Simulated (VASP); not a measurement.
# CeO (Pm-3m) in VASP: further runs

The runs below take CeO through single point, with PBEsol+U.

Program: VASP 6.6.1. These are calculated values, not measurements. Logs are shortened: lines on timing, memory, paths and dates and some standing lists are left out, and cuts for length are marked.

## Step 1: The crystal as given

Symmetry: Pm-3m, No. 221, cubic system. The conventional cell has a = 2.888 Å, b = 2.888 Å, c = 2.888 Å, α = 90.00°, β = 90.00°, γ = 90.00°. Ce (site symmetry m-3m) is surrounded by 8 O at 2.50 Å. O (site symmetry m-3m) is surrounded by 8 Ce at 2.50 Å.

The cell comes from a database or a generator and needn't be the stable form of this composition.

## Step 2: Single point, PBEsol+U, collinear spin, antiferromagnetic start

INCAR reads:

```
SYSTEM = CeO
PREC = Accurate ; ENCUT = 520
EDIFF = 1E-6 ; ISMEAR = 0
SIGMA = 0.05 ; LREAL = .FALSE.
LASPH = .TRUE. ; NELM = 100
ALGO = Fast ; ISIF = 2
LWAVE = .FALSE. ; LCHARG = .FALSE.
ISPIN = 2 ; MAGMOM = 1 -1 0 0
LORBIT = 11 ; LMAXMIX = 6
LDAU = .TRUE. ; LDAUTYPE = 2
LDAUL = 3 -1 ; LDAUU = 2 0
LDAUJ = 0 0 ; LDAUPRINT = 1
GGA = PS ; NBANDS = 30
```

KPOINTS reads:

```
regular mesh
0
G
  6 6 6
  0 0 0
```

POSCAR reads:

```
CeO
1.0
    0.0000000000      2.8880971600      2.8880971600
    2.8880971600      0.0000000000      2.8880971600
    2.8880971600      2.8880971600      0.0000000000
Ce O
2 2
Direct
    0.0000000000      0.0000000000      0.0000000000
    0.5000000000      0.5000000000      0.5000000000
    0.2500000000      0.2500000000      0.2500000000
    0.7500000000      0.7500000000      0.7500000000
```

Potentials or basis: VASP PAW PBE potentials, release 64 (Ce, O).

The run is started by

```sh
cat potpaw_PBE.64/Ce/POTCAR potpaw_PBE.64/O/POTCAR > POTCAR
mpirun -np 1 vasp_std > vasp.out
```

OUTCAR:

```text
SYSTEM = CeO
   PREC = Accurate
   ENCUT = 520
   EDIFF = 1E-6
   ISMEAR = 0
   LREAL = .FALSE.
   LASPH = .TRUE.
   NELM = 100
   ISIF = 2
   ISPIN = 2
   LORBIT = 11
   GGA = PS

 ion  position               nearest neighbor table
   1  0.000  0.000  0.000-   4 2.50   4 2.50   4 2.50   3 2.50   4 2.50   3 2.50   3 2.50   3 2.50
                             2 2.89   2 2.89   2 2.89   2 2.89   2 2.89   2 2.89
   2  0.500  0.500  0.500-   3 2.50   3 2.50   3 2.50   3 2.50   4 2.50   4 2.50   4 2.50   4 2.50
                             1 2.89   1 2.89   1 2.89   1 2.89   1 2.89   1 2.89
   3  0.250  0.250  0.250-   1 2.50   1 2.50   1 2.50   1 2.50   2 2.50   2 2.50   2 2.50   2 2.50

   4  0.750  0.750  0.750-   2 2.50   2 2.50   2 2.50   1 2.50   2 2.50   1 2.50   1 2.50   1 2.50

  LATTYP: Found a face centered cubic cell.
 ALAT       =     5.7761943200

  Lattice vectors:

 A1 = (   0.0000000000,   2.8880971600,   2.8880971600)
 A2 = (   2.8880971600,   0.0000000000,   2.8880971600)
 A3 = (   2.8880971600,   2.8880971600,   0.0000000000)

Analysis of symmetry for initial positions (statically):
=====================================================================
 Subroutine PRICEL returns following result:

  LATTYP: Found a simple cubic cell.
 ALAT       =     2.8880971600
[... 12 lines left out ...]
 Subroutine GETGRP returns: Found 48 space group operations
 (whereof 48 operations were pure point group operations)
 out of a pool of 48 trial point group operations.

The static configuration has the point symmetry O_h .

Analysis of symmetry for dynamics (positions and initial velocities):
=====================================================================
 Subroutine PRICEL returns following result:

  LATTYP: Found a simple cubic cell.
 ALAT       =     2.8880971600
[... 12 lines left out ...]
 Subroutine GETGRP returns: Found 48 space group operations
 (whereof 48 operations were pure point group operations)
 out of a pool of 48 trial point group operations.

The dynamic configuration has the point symmetry O_h .

Analysis of structural, dynamic, and magnetic symmetry:
=====================================================================
 Subroutine PRICEL returns following result:

  LATTYP: Found a simple cubic cell.
 ALAT       =     2.8880971600
[... 12 lines left out ...]
 Subroutine GETGRP returns: Found 48 space group operations
 (whereof 48 operations were pure point group operations)
 out of a pool of 48 trial point group operations.

The overall configuration has the point symmetry O_h .

 Subroutine INISYM returns: Found 48 space group operations
 (whereof 48 operations are pure point group operations),
 and found     2 'primitive' translations

----------------------------------------------------------------------------------------

                                     Primitive cell

[... 177 lines left out ...]
 -0.0000 -0.0000 -0.0000  0.0000  0.0342  0.0000 -0.0128
  0.0000 -0.0000 -0.0000  0.0000  0.0000  0.0243 -0.0000
 -0.0000 -0.0000  0.0000  0.0000 -0.0128 -0.0000  0.0408

spin component  2

  0.1723 -0.0000  0.1100  0.0000 -0.0000  0.0000 -0.0000
 -0.0000  0.0432 -0.0000  0.0000 -0.0000 -0.0000 -0.0000
  0.1100 -0.0000  0.1155  0.0000 -0.0000 -0.0000  0.0000
  0.0000  0.0000  0.0000  0.2575  0.0000  0.0000  0.0000
 -0.0000 -0.0000 -0.0000  0.0000  0.1155  0.0000 -0.1100
  0.0000 -0.0000 -0.0000  0.0000  0.0000  0.0303  0.0000
 -0.0000 -0.0000  0.0000  0.0000 -0.1100  0.0000  0.1723

 occupancies and eigenvectors

  o =  0.0243  v = -0.0011  0.0000  0.0014 -0.0000 -0.0001  1.0000 -0.0001  0.0000  0.0000  0.0000  0.0000  0.0000  0.0000  0.0000      0.0000  0.0000  0.0000  0.0000  0.0000  0.0000  0.0000  0.0000  0.0000  0.0000  0.0000  0.0000  0.0000  0.0000
  o =  0.0243  v = -0.0142 -0.0000  0.0184  0.0000 -0.7904 -0.0001 -0.6122  0.0000  0.0000  0.0000  0.0000  0.0000  0.0000  0.0000      0.0000  0.0000  0.0000  0.0000  0.0000  0.0000  0.0000  0.0000  0.0000  0.0000  0.0000  0.0000  0.0000  0.0000
  o =  0.0243  v = -0.6122 -0.0000  0.7904  0.0000  0.0184 -0.0018  0.0142  0.0000  0.0000  0.0000  0.0000  0.0000  0.0000  0.0000      0.0000  0.0000  0.0000  0.0000  0.0000  0.0000  0.0000  0.0000  0.0000  0.0000  0.0000  0.0000  0.0000  0.0000
  o =  0.0303  v =  0.0000  0.0000  0.0000  0.0000  0.0000  0.0000  0.0000 -0.0209 -0.0000  0.0270  0.0000 -0.7901  0.0011 -0.6120      0.0000  0.0000  0.0000  0.0000  0.0000  0.0000  0.0000  0.0000  0.0000  0.0000  0.0000  0.0000  0.0000  0.0000
  o =  0.0303  v =  0.0000  0.0000  0.0000  0.0000  0.0000  0.0000  0.0000 -0.6120 -0.0000  0.7901  0.0000  0.0270  0.0022  0.0209      0.0000  0.0000  0.0000  0.0000  0.0000  0.0000  0.0000  0.0000  0.0000  0.0000  0.0000  0.0000  0.0000  0.0000
  o =  0.0303  v =  0.0000  0.0000  0.0000  0.0000  0.0000  0.0000  0.0000 -0.0014  0.0000  0.0018  0.0000 -0.0008 -1.0000 -0.0006      0.0000  0.0000  0.0000  0.0000  0.0000  0.0000  0.0000  0.0000  0.0000  0.0000  0.0000  0.0000  0.0000  0.0000
  o =  0.0415  v =  0.0000  1.0000  0.0000 -0.0000 -0.0000 -0.0000  0.0000  0.0000  0.0000  0.0000  0.0000  0.0000  0.0000  0.0000      0.0000  0.0000  0.0000  0.0000  0.0000  0.0000  0.0000  0.0000  0.0000  0.0000  0.0000  0.0000  0.0000  0.0000
  o =  0.0432  v =  0.0000  0.0000  0.0000  0.0000  0.0000  0.0000  0.0000  0.0000 -1.0000 -0.0000 -0.0000  0.0000 -0.0000  0.0000      0.0000  0.0000  0.0000  0.0000  0.0000  0.0000  0.0000  0.0000  0.0000  0.0000  0.0000  0.0000  0.0000  0.0000
  o =  0.0507  v = -0.0058 -0.0000 -0.0045 -0.0010 -0.6124 -0.0000  0.7905  0.0000  0.0000  0.0000  0.0000  0.0000  0.0000  0.0000      0.0000  0.0000  0.0000  0.0000  0.0000  0.0000  0.0000  0.0000  0.0000  0.0000  0.0000  0.0000  0.0000  0.0000
  o =  0.0507  v =  0.7905 -0.0000  0.6124 -0.0027 -0.0045 -0.0000  0.0058  0.0000  0.0000  0.0000  0.0000  0.0000  0.0000  0.0000      0.0000  0.0000  0.0000  0.0000  0.0000  0.0000  0.0000  0.0000  0.0000  0.0000  0.0000  0.0000  0.0000  0.0000
  o =  0.0507  v =  0.0022  0.0000  0.0017  1.0000 -0.0006  0.0000  0.0008  0.0000  0.0000  0.0000  0.0000  0.0000  0.0000  0.0000      0.0000  0.0000  0.0000  0.0000  0.0000  0.0000  0.0000  0.0000  0.0000  0.0000  0.0000  0.0000  0.0000  0.0000
  o =  0.2575  v =  0.0000  0.0000  0.0000  0.0000  0.0000  0.0000  0.0000  0.0058 -0.0000  0.0045  0.0029  0.6124  0.0000 -0.7905      0.0000  0.0000  0.0000  0.0000  0.0000  0.0000  0.0000  0.0000  0.0000  0.0000  0.0000  0.0000  0.0000  0.0000
  o =  0.2575  v =  0.0000  0.0000  0.0000  0.0000  0.0000  0.0000  0.0000 -0.7905  0.0000 -0.6123  0.0114  0.0045  0.0000 -0.0058      0.0000  0.0000  0.0000  0.0000  0.0000  0.0000  0.0000  0.0000  0.0000  0.0000  0.0000  0.0000  0.0000  0.0000
  o =  0.2575  v =  0.0000  0.0000  0.0000  0.0000  0.0000  0.0000  0.0000 -0.0090 -0.0000 -0.0069 -0.9999  0.0018 -0.0000 -0.0023      0.0000  0.0000  0.0000  0.0000  0.0000  0.0000  0.0000  0.0000  0.0000  0.0000  0.0000  0.0000  0.0000  0.0000

 number of electron      36.0000000 magnetization       0.0000000

 Free energy of the ion-electron system (eV)
  ---------------------------------------------------
  ext. energy  EPLUGINS =         0.00000000
  ---------------------------------------------------
  free energy    TOTEN  =       -29.92174718 eV

  energy without entropy =      -29.91580130  energy(sigma->0) =      -29.91877424

 E-fermi :  13.7233     XC(G=0): -13.4462

 val. band max:       13.6849893374   @ k =   0.5000   0.3333   0.0000
 cond. band min:      13.7388054886   @ k =   0.5000   0.3333   0.0000
 fundamental gap:      0.0538161512
 Fermi energy:        13.7232732141

 spin component 1

 k-point     1 :       0.0000    0.0000    0.0000
  band No.  band energies     occupation
      1     -22.7911      1.00000
      2     -20.4258      1.00000
      3      -6.8458      1.00000
      4      -6.4521      1.00000
      5      -5.8743      1.00000
      6      -5.8743      1.00000
[... 517 lines left out ...]
     29      15.2631      0.00000
     30      15.4580      0.00000
 Fermi energy:        13.7232732141

 spin component 2

 k-point     1 :       0.0000    0.0000    0.0000
  band No.  band energies     occupation
      1     -22.7911      1.00000
      2     -20.4258      1.00000
      3      -6.8458      1.00000
      4      -6.4521      1.00000
      5      -5.8743      1.00000
      6      -5.8743      1.00000
[... 517 lines left out ...]
     29      15.1958      0.00000
     30      15.2850      0.00000

------------------------ aborting loop because EDIFF is reached ----------------------------------------

  FORCE on cell =-STRESS in cart. coord.  units (eV):
  Direction    XX          YY          ZZ          XY          YZ          ZX
  --------------------------------------------------------------------------------------
  -------------------------------------------------------------------------------------
  Total       11.1615061     11.1615061     11.1615061      0.0000000      0.0000000     -0.0000000
  in kB      371.1658319    371.1658319    371.1658319      0.0000000      0.0000000     -0.0000000
  external PRESSURE =     371.1658319 kB  Pullay stress =       0.0000000 kB

 VOLUME and BASIS-vectors are now :
 -----------------------------------------------------------------------------
  energy-cutoff  :      520.00
  volume of cell :       48.18
      direct lattice vectors                 reciprocal lattice vectors
     0.000000000  2.888097160  2.888097160    -0.173124370  0.173124370  0.173124370
     2.888097160  0.000000000  2.888097160     0.173124370 -0.173124370  0.173124370
     2.888097160  2.888097160  0.000000000     0.173124370  0.173124370 -0.173124370

 POSITION                                       TOTAL-FORCE (eV/Angst)
 -----------------------------------------------------------------------------------
      0.00000      0.00000      0.00000        -0.000000     -0.000000     -0.000000
      2.88810      2.88810      2.88810         0.000000      0.000000      0.000000
      1.44405      1.44405      1.44405         0.000000      0.000000      0.000000
      4.33215      4.33215      4.33215        -0.000000     -0.000000     -0.000000
 -----------------------------------------------------------------------------------
    total drift:                                0.000000     -0.000000      0.000000

  FREE ENERGIE OF THE ION-ELECTRON SYSTEM (eV)
  ---------------------------------------------------
  free  energy   TOTEN  =       -29.9217471804 eV

  energy  without entropy=      -29.9158012987  energy(sigma->0) =      -29.91877424

 total charge

# of ion       s       p       d       f       tot
--------------------------------------------------
    1        2.017   5.679   1.447   1.160  10.302
    2        2.017   5.679   1.447   1.160  10.302
    3        1.562   3.453   0.000   0.000   5.015
    4        1.562   3.453   0.000   0.000   5.015
--------------------------------------------------
tot          7.158  18.263   2.893   2.319  30.634

 magnetization (x)

# of ion       s       p       d       f       tot
--------------------------------------------------
    1        0.002   0.010  -0.095   0.638   0.554
    2       -0.002  -0.010   0.095  -0.638  -0.554
    3        0.000   0.000   0.000   0.000   0.000
    4        0.000   0.000   0.000   0.000   0.000
--------------------------------------------------
tot          0.000   0.000  -0.000   0.000   0.000
```

It took 2.4 min on 1 thread of AMD EPYC 9R45 (Zen 5), shared host; peak memory 0.19 GiB.

Results:

```
Free energy                                           : -29.9217 eV
Pressure                                              : 37.1 GPa
Band gap on the k mesh                                : none (metal or under the smearing width)
Net moment                                            : 0.00 μB per cell
Site moments                                          : Ce +0.55, -0.55; O +0.00 μB
Valence electrons inside the program's atomic spheres : Ce 10.30; O 5.01
```

Eigenvalues of the final occupation matrices:
```tsv
site	spin	trace	eigenvalues
site 1 f	1	0.91	0.03 0.03 0.03 0.04 0.26 0.26 0.26
site 1 f	2	0.27	0.02 0.02 0.02 0.04 0.05 0.05 0.05
site 2 f	1	0.27	0.02 0.02 0.02 0.04 0.05 0.05 0.05
site 2 f	2	0.91	0.03 0.03 0.03 0.04 0.26 0.26 0.26
```

Caveat: the magnetic or orbital state may not be the lowest; a pressure of tens of GPa on the cell as given is suspect, and the run, the potentials or the cell itself is likely at fault; the PAW data sets were made with another functional, which shifts forces and pressure a little; spin-orbit coupling is left out, which moves the levels of the heavy elements.

## Step 3: Single point, PBEsol+U, collinear spin, zero start

This run uses another cell than the first one: it holds 2 atoms, not 4.

INCAR reads:

```
SYSTEM = CeO
PREC = Accurate
ENCUT = 520
EDIFF = 1E-6
ISMEAR = 0
SIGMA = 0.05
LREAL = .False.
LASPH = .True.
NELM = 100
ALGO = Normal
ISIF = 2
LWAVE = .False.
LCHARG = .True.
ISPIN = 2
MAGMOM = 0 0
LORBIT = 11
LMAXMIX = 6
LDAU = .True.
LDAUTYPE = 2
LDAUL = 3 -1
LDAUU = 2 0
LDAUJ = 0 0
LDAUPRINT = 1
GGA = PS
LELF = .True.
LVHAR = .True.
NBANDS = 20
```

KPOINTS reads:

```
Automatic mesh
0
Gamma
  7 7 7
  0 0 0
```

POSCAR reads:

```
CeO
1.0
    2.8880971600      0.0000000000      0.0000000000
    0.0000000000      2.8880971600      0.0000000000
    0.0000000000      0.0000000000      2.8880971600
Ce O
1 1
Direct
    0.0000000000      0.0000000000      0.0000000000
    0.5000000000      0.5000000000      0.5000000000
```

Potentials or basis: VASP PAW PBE potentials, release 64 (Ce, O).

The run is started by

```sh
cat potpaw_PBE.64/Ce/POTCAR potpaw_PBE.64/O/POTCAR > POTCAR
mpirun -np 1 vasp_std > vasp.out
```

OUTCAR:

```text
SYSTEM = CeO
   PREC = Accurate
   ENCUT = 520
   EDIFF = 1E-6
   ISMEAR = 0
   LREAL = .False.
   LASPH = .True.
   NELM = 100
   ISIF = 2
   ISPIN = 2
   LORBIT = 11
   GGA = PS

 ion  position               nearest neighbor table
   1  0.000  0.000  0.000-   2 2.50   2 2.50   2 2.50   2 2.50   2 2.50   2 2.50   2 2.50   2 2.50

   2  0.500  0.500  0.500-   1 2.50   1 2.50   1 2.50   1 2.50   1 2.50   1 2.50   1 2.50   1 2.50

  LATTYP: Found a simple cubic cell.
 ALAT       =     2.8880971600

  Lattice vectors:

 A1 = (   2.8880971600,   0.0000000000,   0.0000000000)
 A2 = (   0.0000000000,   2.8880971600,   0.0000000000)
 A3 = (   0.0000000000,   0.0000000000,   2.8880971600)

Analysis of symmetry for initial positions (statically):
=====================================================================
 Subroutine PRICEL returns:
 Original cell was already a primitive cell.

[... 712 lines left out ...]
      3      -3.2724      1.00000
      4      -3.2724      1.00000
      5      -3.2724      1.00000
      6       9.0944      1.00000
[... 449 lines left out ...]
     19      25.1389      0.00000
     20      25.1389      0.00000

------------------------ aborting loop because EDIFF is reached ----------------------------------------

  FORCE on cell =-STRESS in cart. coord.  units (eV):
  Direction    XX          YY          ZZ          XY          YZ          ZX
  --------------------------------------------------------------------------------------
  -------------------------------------------------------------------------------------
  Total        5.2549566      5.2549566      5.2549566     -0.0000000     -0.0000000      0.0000000
  in kB      349.4976986    349.4976986    349.4976986     -0.0000000     -0.0000000      0.0000000
  external PRESSURE =     349.4976986 kB  Pullay stress =       0.0000000 kB

 VOLUME and BASIS-vectors are now :
 -----------------------------------------------------------------------------
  energy-cutoff  :      520.00
  volume of cell :       24.09
      direct lattice vectors                 reciprocal lattice vectors
     2.888097160  0.000000000  0.000000000     0.346248739  0.000000000  0.000000000
     0.000000000  2.888097160  0.000000000     0.000000000  0.346248739  0.000000000
     0.000000000  0.000000000  2.888097160     0.000000000  0.000000000  0.346248739

 POSITION                                       TOTAL-FORCE (eV/Angst)
 -----------------------------------------------------------------------------------
      0.00000      0.00000      0.00000         0.000000      0.000000      0.000000
      1.44405      1.44405      1.44405         0.000000      0.000000      0.000000
 -----------------------------------------------------------------------------------
    total drift:                                0.000000      0.000000     -0.000000

  FREE ENERGIE OF THE ION-ELECTRON SYSTEM (eV)
  ---------------------------------------------------
  free  energy   TOTEN  =       -14.9400764466 eV

  energy  without entropy=      -14.9337202220  energy(sigma->0) =      -14.93689833

 total charge

# of ion       s       p       d       f       tot
--------------------------------------------------
    1        2.013   5.677   1.465   1.129  10.285
    2        1.563   3.449   0.000   0.000   5.012
--------------------------------------------------
tot          3.576   9.126   1.465   1.129  15.297

 magnetization (x)

# of ion       s       p       d       f       tot
--------------------------------------------------
    1       -0.000  -0.000  -0.000  -0.001  -0.001
    2       -0.000  -0.000   0.000   0.000  -0.000
--------------------------------------------------
tot         -0.000  -0.000  -0.000  -0.001  -0.001
```

OSZICAR:

```text
N       E                     dE             d eps       ncg     rms          rms(c)
DAV:   1     0.135616145647E+03    0.13562E+03   -0.80756E+03  1768   0.128E+03
DAV:   2    -0.343520539161E+01   -0.13905E+03   -0.11298E+03  1700   0.224E+02
DAV:   3    -0.159489465933E+02   -0.12514E+02   -0.11957E+02  1800   0.805E+01
DAV:   4    -0.163359341352E+02   -0.38699E+00   -0.38294E+00  2372   0.113E+01
DAV:   5    -0.163497457890E+02   -0.13812E-01   -0.13795E-01  2284   0.161E+00    0.253E+01
DAV:   6    -0.155152868453E+02    0.83446E+00   -0.14379E+01  2204   0.238E+01    0.114E+01
DAV:   7    -0.150030591986E+02    0.51223E+00   -0.34236E+00  2320   0.184E+01    0.114E+01
DAV:   8    -0.149872721189E+02    0.15787E-01   -0.11494E+00  2236   0.659E+00    0.279E+00
DAV:   9    -0.149435509782E+02    0.43721E-01   -0.15435E-01  2208   0.243E+00    0.844E-01
DAV:  10    -0.149408573552E+02    0.26936E-02   -0.97631E-03  2608   0.560E-01    0.344E-01
DAV:  11    -0.149413865916E+02   -0.52924E-03   -0.34526E-03  1980   0.350E-01    0.370E-01
DAV:  12    -0.149401117877E+02    0.12748E-02   -0.20124E-03  2404   0.206E-01    0.614E-02
DAV:  13    -0.149400899313E+02    0.21856E-04   -0.18228E-04  1984   0.882E-02    0.571E-02
DAV:  14    -0.149401161153E+02   -0.26184E-04   -0.10154E-04  2472   0.458E-02    0.851E-02
DAV:  15    -0.149400783721E+02    0.37743E-04   -0.47931E-05  1868   0.319E-02    0.152E-02
DAV:  16    -0.149400770650E+02    0.13071E-05   -0.67713E-06  1548   0.162E-02    0.110E-02
DAV:  17    -0.149400764466E+02    0.61843E-06   -0.93817E-07   864   0.539E-03
   1 F= -.14940076E+02 E0= -.14936898E+02  d E =-.635622E-02  mag=     0.0000
```

Run time: 19 s. Hardware: 1 thread of Intel Xeon Platinum 8488C (Sapphire Rapids), shared host; peak memory 0.17 GiB.

Results:

- Free energy: -14.9401 eV
- Pressure: 34.9 GPa
- Band gap on the k mesh: none (metal or under the smearing width)
- Net moment: 0.00 μB per cell
- Valence electrons inside the program's atomic spheres: Ce 10.29; O 5.01

Levels at points of the mesh, in eV from the Fermi level:
Spin up:
| k point | band 5 | band 6 | band 7 | band 8 | band 9 | band 10 | band 11 | band 12 | band 13 | band 14 |
| --- | --- | --- | --- | --- | --- | --- | --- | --- | --- | --- |
| (0.00, 0.00, 0.00) | -17.00 | -4.63 | -4.63 | -4.63 | -3.45 | -3.45 | 0.39 | 0.39 | 0.39 | 1.04 |
Spin down:
```
           k point  band 7  band 8  band 9  band 10  band 11  band 12
(0.00, 0.00, 0.00)   -4.63   -4.63   -3.45    -3.45     0.39     0.39
```

Eigenvalues of the final occupation matrices:
```tsv
site	spin	trace	eigenvalues
site 1 f	1	0.57	0.04 0.05 0.05 0.05 0.13 0.13 0.13
site 1 f	2	0.57	0.04 0.05 0.05 0.05 0.13 0.13 0.13
```

Caveat: the magnetic or orbital state may not be the lowest; a pressure of tens of GPa on the cell as given is suspect, and the run, the potentials or the cell itself is likely at fault; the PAW data sets were made with another functional, which shifts forces and pressure a little; spin-orbit coupling is left out, which moves the levels of the heavy elements.

(Part 1 of 2 ends here.)
